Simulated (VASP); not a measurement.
# InSb (F-43m) in VASP: notebook

One crystal, InSb, is run at these levels: LDA, PBEsol; tasks: single point, relaxation of cell and atoms.

Program: VASP 6.6.1. These are calculated values, not measurements. Logs are shortened: lines on timing, memory, paths and dates and some standing lists are left out, and cuts for length are marked.

**Measured values to compare with.**

From “Electronic Structure and Epitaxy of CdTe Shells on InSb Nanowires”, 2021, arxiv:2111.05126, for a bulk crystal of InSb: band gap 0.24 eV.

The runs below are set against these values where they give the same quantity.

## Step 1: Starting point

Symmetry: F-43m, No. 216, cubic system. The conventional cell has a = 6.478 Å, b = 6.478 Å, c = 6.478 Å, α = 90.00°, β = 90.00°, γ = 90.00°. In (site symmetry -43m) is surrounded by 4 Sb at 2.81 Å. Around Sb (site symmetry -43m) lie 4 In at 2.81 Å.

## Step 2: Single point, LDA

INCAR reads:

```
SYSTEM = InSb
PREC     = Accurate       ! precision mode
ENCUT    = 520            ! plane-wave cutoff, eV
EDIFF    = 1E-6           ! SCF threshold, eV
ISMEAR   = 0              ! smearing method
SIGMA    = 0.03           ! smearing width, eV
LREAL    = .False.        ! projectors in reciprocal space
LASPH    = .True.         ! aspherical terms in the spheres
NELM     = 80             ! most SCF steps
ALGO     = Normal         ! electronic algorithm
ISIF     = 2              ! what is computed and relaxed
LWAVE    = .False.        ! write WAVECAR
LCHARG   = .False.        ! write CHGCAR
NBANDS   = 16             ! bands
KPAR     = 4
```

KPOINTS reads:

```
Automatic mesh
0
Gamma
  6 6 6
  0 0 0
```

POSCAR reads:

```
InSb
1.0
    0.0000000000      3.2391000000      3.2391000000
    3.2391000000      0.0000000000      3.2391000000
    3.2391000000      3.2391000000      0.0000000000
In Sb
1 1
Direct
    0.0000000000      0.0000000000      0.0000000000
    0.2500000000      0.2500000000      0.2500000000
```

Potentials or basis: VASP PAW LDA potentials, release 64 (In_d, Sb).

The run is started by

```bash
cat potpaw_LDA.64/In_d/POTCAR potpaw_LDA.64/Sb/POTCAR > POTCAR
mpirun -np 4 vasp_std > vasp.out
```

OUTCAR:

```text
SYSTEM = InSb
   PREC = Accurate
   ENCUT = 520
   EDIFF = 1E-6
   ISMEAR = 0
   LREAL = .False.
   LASPH = .True.
   NELM = 80
   ISIF = 2

 ion  position               nearest neighbor table
   1  0.000  0.000  0.000-   2 2.81   2 2.81   2 2.81   2 2.81
   2  0.250  0.250  0.250-   1 2.81   1 2.81   1 2.81   1 2.81

  LATTYP: Found a face centered cubic cell.
 ALAT       =     6.4782000000

  Lattice vectors:

 A1 = (   0.0000000000,   3.2391000000,   3.2391000000)
 A2 = (   3.2391000000,   0.0000000000,   3.2391000000)
 A3 = (   3.2391000000,   3.2391000000,   0.0000000000)

Analysis of symmetry for initial positions (statically):
=====================================================================
 Subroutine PRICEL returns:
 Original cell was already a primitive cell.

 Routine SETGRP: Setting up the symmetry group for a
 face centered cubic supercell.

 Subroutine GETGRP returns: Found 24 space group operations
 (whereof 24 operations were pure point group operations)
 out of a pool of 48 trial point group operations.

The static configuration has the point symmetry T_d .

Analysis of symmetry for dynamics (positions and initial velocities):
=====================================================================
 Subroutine PRICEL returns:
 Original cell was already a primitive cell.

 Routine SETGRP: Setting up the symmetry group for a
 face centered cubic supercell.

 Subroutine GETGRP returns: Found 24 space group operations
 (whereof 24 operations were pure point group operations)
 out of a pool of 48 trial point group operations.

The dynamic configuration has the point symmetry T_d .

 Subroutine INISYM returns: Found 24 space group operations
 (whereof 24 operations are pure point group operations),
 and found     1 'primitive' translations

----------------------------------------------------------------------------------------

                                     Primitive cell

  volume of cell :      67.9678

  direct lattice vectors                    reciprocal lattice vectors
     0.000000000  3.239100000  3.239100000    -0.154363867  0.154363867  0.154363867
     3.239100000  0.000000000  3.239100000     0.154363867 -0.154363867  0.154363867
     3.239100000  3.239100000  0.000000000     0.154363867  0.154363867 -0.154363867

  length of vectors
     4.580779150  4.580779150  4.580779150     0.267366060  0.267366060  0.267366060

  position of ions in fractional coordinates (direct lattice)
     0.000000000  0.000000000  0.000000000
     0.250000000  0.250000000  0.250000000

  ion indices of the primitive-cell ions
[... 62 lines left out ...]
   LSORBIT =      F    spin-orbit coupling
   LASPH  =      T    aspherical Exc in radial PAW
   ENCUT  =  520.0 eV  38.22 Ry    6.18 a.u.   8.52  8.52  8.52*2*pi/ulx,y,z
   NELM   =     80;   NELMIN=  2; NELMDL= -5     # of ELM steps
   EDIFF  = 0.1E-05   stopping-criterion for ELM
   LREAL  =      F    real-space projection
[... 7 lines left out ...]
   TEBEG  =    0.0;   TEEND  =   0.0 temperature during run
   PSTRESS=    0.0 pullay stress
   NELECT =      18.0000    total number of electrons
   NUPDOWN=      -1.0000    fix difference up-down
   EMIN   =  10.00;   EMAX   =-10.00  energy-range for DOS
   EFERMI =   0.00;   METHOD = LEGACY
   ISMEAR =     0;   SIGMA  =   0.03  broadening in eV -4-tet -1-fermi 0-gaus
   EFERMI_NEDOS =   21; number of points for ismear=-14 and -15
   IALGO  =     38    algorithm
   IMIX   =      4    mixing-type and parameters
     AMIX     =   0.40;   BMIX     =  1.00
     AMIX_MAG =   1.60;   BMIX_MAG =  1.00
  volume/ion in A,a.u.               =      33.98       229.33
  Fermi-wavevector in a.u.,A,eV,Ry     =   1.051311  1.986690 15.037912  1.105255
  Thomas-Fermi vector in A             =   2.186349
   LORBIT       =      0    0 simple, 1 ext, 2 COOP (PROOUT), +10 PAW based schemes
   GGA     = CA    functional components
   LHFCALC =     F    Hartree Fock is set to
   AEXX    =    0.0000 exact exchange contribution
   IVDW    =     0    specifies the selected vdW correction
   LEPSILON=     F    determine dielectric tensor
   LRPA    =     F    only Hartree local field effects (RPA)
 non-spin polarized calculation
 Gauss-broadening in eV      SIGMA  =   0.03
  energy-cutoff  :      520.00
  volume of cell :       67.97
 maximum number of plane-waves:      1853
 NGX is ok and might be reduce to    36
   NGX = 17   NGY = 17   NGZ = 17

 number of electron      17.9999993 magnetization

 Free energy of the ion-electron system (eV)
  ---------------------------------------------------
  ext. energy  EPLUGINS =         0.00000000
  ---------------------------------------------------
  free energy    TOTEN  =        -8.19125768 eV

  energy without entropy =       -8.19104343  energy(sigma->0) =       -8.19115055

 E-fermi :   4.9102     XC(G=0):  -8.9916

 val. band max:        4.9011069720   @ k =   0.0000   0.0000   0.0000
 cond. band min:       5.3180701866   @ k =   0.5000   0.0000   0.0000
 fundamental gap:      0.4169632146
 Fermi energy:         4.9102439901

 k-point     1 :       0.0000    0.0000    0.0000
  band No.  band energies     occupation
      1      -9.6651      2.00000
      2      -9.6651      2.00000
      3      -9.6651      2.00000
      4      -9.5781      2.00000
      5      -9.5781      2.00000
      6      -5.8743      2.00000
[... 281 lines left out ...]
      3      -9.6223      2.00000
      4      -9.5911      2.00000
      5      -9.5735      2.00000
      6      -3.8626      2.00000
[... 8 lines left out ...]
     15      14.5403      0.00000
     16      15.2663      0.00000

------------------------ aborting loop because EDIFF is reached ----------------------------------------

  FORCE on cell =-STRESS in cart. coord.  units (eV):
  Direction    XX          YY          ZZ          XY          YZ          ZX
  --------------------------------------------------------------------------------------
  -------------------------------------------------------------------------------------
  Total       -0.1889646     -0.1889646     -0.1889646      0.0000000     -0.0000000      0.0000000
  in kB       -4.4543871     -4.4543871     -4.4543871      0.0000000     -0.0000000      0.0000000
  external PRESSURE =      -4.4543871 kB  Pullay stress =       0.0000000 kB

 VOLUME and BASIS-vectors are now :
 -----------------------------------------------------------------------------
  energy-cutoff  :      520.00
  volume of cell :       67.97
      direct lattice vectors                 reciprocal lattice vectors
     0.000000000  3.239100000  3.239100000    -0.154363867  0.154363867  0.154363867
     3.239100000  0.000000000  3.239100000     0.154363867 -0.154363867  0.154363867
     3.239100000  3.239100000  0.000000000     0.154363867  0.154363867 -0.154363867

 POSITION                                       TOTAL-FORCE (eV/Angst)
 -----------------------------------------------------------------------------------
      0.00000      0.00000      0.00000        -0.000000     -0.000000     -0.000000
      1.61955      1.61955      1.61955         0.000000      0.000000      0.000000
 -----------------------------------------------------------------------------------
    total drift:                                0.000000      0.000000      0.000000

  FREE ENERGIE OF THE ION-ELECTRON SYSTEM (eV)
  ---------------------------------------------------
  free  energy   TOTEN  =        -8.1912576810 eV

  energy  without entropy=       -8.1910434278  energy(sigma->0) =       -8.19115055
```

stdout:

```text
POSCAR found type information on POSCAR InSb
 POSCAR found :  2 types and       2 ions
 scaLAPACK will be used
 LDA part: xc-table for (Slater(with rela. corr.)+CA(PZ))
 , standard interpolation
 POSCAR, INCAR and KPOINTS ok, starting setup
 FFT: planning ... GRIDC
 FFT: planning ... GRID_SOFT
 FFT: planning ... GRID
 WAVECAR not read
 entering main loop
```

Run time: 2.6 s. Hardware: 4 MPI ranks of Intel Xeon 6975P-C (Granite Rapids), shared host; peak memory 0.17 GiB.

Results:

| Quantity | Value |
| --- | --- |
| Free energy | -8.1913 eV |
| Pressure | -0.4 GPa |
| Band gap on the k mesh | none (metal or under the smearing width) |

Levels at points of the mesh, in eV from the Fermi level:
| k point | band 7 | band 8 | band 9 | band 10 | band 11 | band 12 |
| --- | --- | --- | --- | --- | --- | --- |
| (0.00, 0.00, 0.00) | -0.38 | -0.01 | -0.01 | -0.01 | 2.89 | 2.89 |
| (0.50, 0.00, 0.00) | -5.69 | -1.02 | -1.02 | 0.41 | 3.75 | 3.75 |
| (0.50, 0.50, 0.00) | -5.99 | -2.29 | -2.29 | 1.23 | 1.24 | 8.03 |

Caveat: this crystal is a semiconductor, whose small gap the functional closes, so the metal is an error of the method. Spin-orbit coupling is left out, which matters for the levels of Sb.

## Step 3: Relaxation of cell and atoms, PBEsol

INCAR reads:

```
SYSTEM = InSb
ALGO     = Normal         ! electronic algorithm
EDIFF    = 1E-6           ! SCF threshold, eV
EDIFFG   = -0.01          ! ionic threshold
ENCUT    = 600            ! plane-wave cutoff, eV
GGA      = PS             ! functional
IBRION   = 2              ! ionic algorithm
ISIF     = 3              ! what is computed and relaxed
ISMEAR   = 0              ! smearing method
LASPH    = .TRUE.         ! aspherical terms in the spheres
LCHARG   = .FALSE.        ! write CHGCAR
LREAL    = .FALSE.        ! projectors in reciprocal space
LWAVE    = .FALSE.        ! write WAVECAR
NELM     = 80             ! most SCF steps
NSW      = 90             ! ionic steps
PREC     = Accurate       ! precision mode
SIGMA    = 0.03           ! smearing width, eV
```

KPOINTS reads:

```
k-points
0
G
  10 10 10
  0 0 0
```

POSCAR is that of step 2.

Potentials or basis: VASP PAW PBE potentials, release 64 (In_d, Sb).

The run is started by

```bash
cat potpaw_PBE.64/In_d/POTCAR potpaw_PBE.64/Sb/POTCAR > POTCAR
mpirun -np 1 vasp_std > vasp.out
```

Run time: 48 s. Hardware: 1 thread of Intel Xeon 6975P-C (Granite Rapids), shared host; peak memory 0.28 GiB.

It converged, with:

```yaml
Free_energy: -7.6998 eV
Relaxed_volume: 34.66 Å³/atom
Relaxed_cell: a = 4.611 Å, b = 4.611 Å, c = 4.611 Å, α = 60.00°, β = 60.00°, γ = 60.00°
Space_group_after_relaxing_to_0.05_Å: F-43m (No. 216)
Energy_gained_by_relaxing: 1.8 meV/atom
Ionic_steps: 3
Pressure_after_relaxing: 0.0 GPa
Band_gap_on_the_k_mesh: none (metal or under the smearing width)
```

The path:
| step | energy change (eV) | largest force (eV/Å) | pressure (GPa) | volume (Å³) |
| --- | --- | --- | --- | --- |
| 1 | 0.0000 | 0.0000 | 0.88 | 67.97 |
| 2 | -0.0031 | 0.0000 | -0.31 | 69.82 |
| 3 | -0.0036 | 0.0000 | -0.01 | 69.31 |

Final structure:
```cif
data_structure
_symmetry_space_group_name_H-M 'P 1'
_symmetry_Int_Tables_number 1
_cell_length_a 4.6108
_cell_length_b 4.6108
_cell_length_c 4.6108
_cell_angle_alpha 60.000
_cell_angle_beta 60.000
_cell_angle_gamma 60.000
_cell_volume 69.31
loop_
_atom_site_label
_atom_site_type_symbol
_atom_site_fract_x
_atom_site_fract_y
_atom_site_fract_z
_atom_site_occupancy
In1 In 0.00000 0.00000 0.00000 1
Sb1 Sb 0.25000 0.25000 0.25000 1
```

Levels at points of the mesh, in eV from the Fermi level:
```tsv
k point	band 5	band 6	band 7	band 8	band 9	band 10	band 11	band 12	band 13
(0.00, 0.00, 0.00)	-14.43	-10.64	-0.38	-0.01	-0.01	-0.01	2.92	2.92	2.92
(0.50, 0.00, 0.00)	-14.43	-9.31	-5.58	-0.99	-0.99	0.43	3.76	3.76	5.96
(0.50, 0.50, 0.00)	-14.42	-8.72	-5.88	-2.22	-2.22	1.27	1.28	8.00	8.00
```

Caveat: the PAW data sets were made with another functional, which shifts forces and pressure a little; this crystal is a semiconductor, whose small gap the functional closes, so the metal is an error of the method.

## Step 4: Relaxation of cell and atoms, PBEsol

This run uses another cell than the first one, of 34.66 Å³/atom, 1.020 times its volume.

INCAR, as its differences from that of step 3:

```diff
@@ -2,4 +2,4 @@
 ALGO     = Normal         ! electronic algorithm
-EDIFF    = 1E-6           ! SCF threshold, eV
-EDIFFG   = -0.01          ! ionic threshold
+EDIFF    = 1E-7           ! SCF threshold, eV
+EDIFFG   = -0.005         ! ionic threshold
 ENCUT    = 600            ! plane-wave cutoff, eV
```

KPOINTS is that of step 3.

POSCAR reads:

```
InSb                                    
1.0
   -0.0000000000      3.2603245817      3.2603245817
    3.2603245817      0.0000000000      3.2603245817
    3.2603245817      3.2603245817      0.0000000000
  In              Sb            
     1     1
Direct
     0.0000000000000000    0.0000000000000000    0.0000000000000000
     0.2500000000000000    0.2500000000000000    0.2500000000000000
```

The run is started by

```bash
cat potpaw_PBE.64/In_d/POTCAR potpaw_PBE.64/Sb/POTCAR > POTCAR
mpirun -np 1 vasp_std > vasp.out
```

Wall time 23 s (1 thread of Intel Xeon 6975P-C (Granite Rapids), shared host); peak memory 0.27 GiB.

Results (log left out):

| Item | Value |
| --- | --- |
| Free energy | -7.6999 eV |
| Pressure after relaxing | 0.0 GPa |
| Band gap on the k mesh | none (metal or under the smearing width) |

Final structure:
```yaml
crystal:
  lattice:
    - [0.00000, 3.26032, 3.26032]
    - [3.26032, 0.00000, 3.26032]
    - [3.26032, 3.26032, 0.00000]
  atoms:
    - { symbol: In, position: [0.00000, 0.00000, 0.00000] }
    - { symbol: Sb, position: [0.25000, 0.25000, 0.25000] }
```

Levels at points of the mesh, in eV from the Fermi level:
```csv
k point,band 7,band 8,band 9,band 10,band 11,band 12
"(0.00, 0.00, 0.00)",-0.38,-0.01,-0.01,-0.01,2.92,2.92
"(0.50, 0.00, 0.00)",-5.58,-0.99,-0.99,0.43,3.76,3.76
"(0.50, 0.50, 0.00)",-5.88,-2.22,-2.22,1.27,1.28,8.00
```

Caveat: the relaxation stopped at its first step, so nothing moved; the PAW data sets were made with another functional, which shifts forces and pressure a little; this crystal is a semiconductor, whose small gap the functional closes, so the metal is an error of the method. Spin-orbit coupling is left out, which matters for the levels of Sb.

## Step 5: Comparison with measurements

Step 2. Against the measured gap of InSb, 0.24 eV (quoted in “Electronic Structure and Epitaxy of CdTe Shells on InSb Nanowires”, 2021, arxiv:2111.05126), the calculated 0.00 eV is off by -0.24 eV. Spin-orbit coupling on In, Sb is left out. The value is that of LDA on a finite k mesh, which can miss the band edges, without temperature or zero-point motion. Semilocal functionals fall short of measured gaps as a rule.
